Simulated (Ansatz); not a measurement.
# In: a trial structure relaxed

Where does In go from the start given, beta-tin type (I4_1/amd, No. 141)?

Program: Ansatz 0.2.0. Level of theory: DFT r2SCAN, scalar-relativistic, plane waves, PAW. These are calculated values, not measurements.

### Step 1. The system as given

It takes space group I4_1/amd (No. 141, tetragonal). The conventional cell has a = 5.835 Å, b = 5.835 Å, c = 3.183 Å, α = 90.00°, β = 90.00°, γ = 90.00°. In (site symmetry -4m2) is surrounded by 6 In at 3.02 to 3.18 Å.

Structure file:

```
In
1.0
    -2.91746    2.91746    1.59153
     2.91746   -2.91746    1.59153
     2.91746    2.91746   -1.59153
In
2
Direct
  0.00000 0.00000 0.00000
  0.75000 0.25000 0.50000
```

(A quick probe on a coarse mesh, which set the mesh and smearing, is not shown.)

### Step 3. Relaxing cell and atoms

Input file input.yaml:

```yaml
crystal:
  lattice:
    - [-2.9174576516, 2.9174576516, 1.5915270036]
    - [2.9174576516, -2.9174576516, 1.5915270036]
    - [2.9174576516, 2.9174576516, -1.5915270036]
  atoms:
    - { symbol: In, position: [0.0, 0.0, 0.0] }
    - { symbol: In, position: [0.75, 0.25, 0.5] }
basis:
  ecutwfc: 500
kpoints:
  mp_grid: { grid: [20, 20, 20] }
hamiltonian:
  xc: r2scan
scf:
  occupations: { method: gaussian, width: 0.1 }
output:
  forces: true
  stress: true
  eigenvalues: true
relax:
  adjacent_minimum: "off"
  f_tol: 0.01
  max_steps: 80
  cell: { stress_tol: 0.05 }
```

What does the calculation give?

As calculated:

| quantity | value |
| --- | --- |
| cell (conventional) | a = 5.946 Å, b = 5.946 Å, c = 3.108 Å, α = 90.00°, β = 90.00°, γ = 90.00° |
| space group | I4_1/amd (No. 141) |
| volume | 27.47 Å³/atom |
| gap on the mesh | none (metal) |

The space group stayed I4_1/amd, and from the first guess the volume went from 27.09 to 27.47 Å³/atom.
